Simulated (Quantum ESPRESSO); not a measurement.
Rb: single point with PBE

The system is Rb.

```
Rb
1.0
    -2.80250    2.80250    2.80250
     2.80250   -2.80250    2.80250
     2.80250    2.80250   -2.80250
Rb
1
Direct
  0.00000 0.00000 0.00000
```

```
Program             : Quantum ESPRESSO 7.5
Task                : single point
Functional          : PBE
Potentials or basis : SSSP 1.3 efficiency PBE
Cutoff              : 816 eV
Density cutoff      : 3265 eV
k mesh              : 7 × 7 × 7
Occupations         : fermi-dirac, width 0.05 eV
Spin                : no spin polarisation
Mixing beta         : 0.5
Most SCF iterations : 120
SCF threshold       : 2e-10 Ry
```

```
Pressure               : 0.1 GPa
Band gap on the k mesh : none (metal or under the smearing width)
```

Levels at points of the mesh, in eV from the Fermi level:
```csv
k point,band 1,band 2,band 3,band 4,band 5,band 6,band 7,band 8,band 9,band 10
"(0.00, 0.00, 0.00)",-28.88,-12.92,-12.92,-12.92,-2.01,3.72,3.72,3.72,4.67,4.67
```

It took 14 s on 1 thread of AMD EPYC 7R43 64-Core Processor (Zen 3) (shared host), peak memory 0.09 GiB.
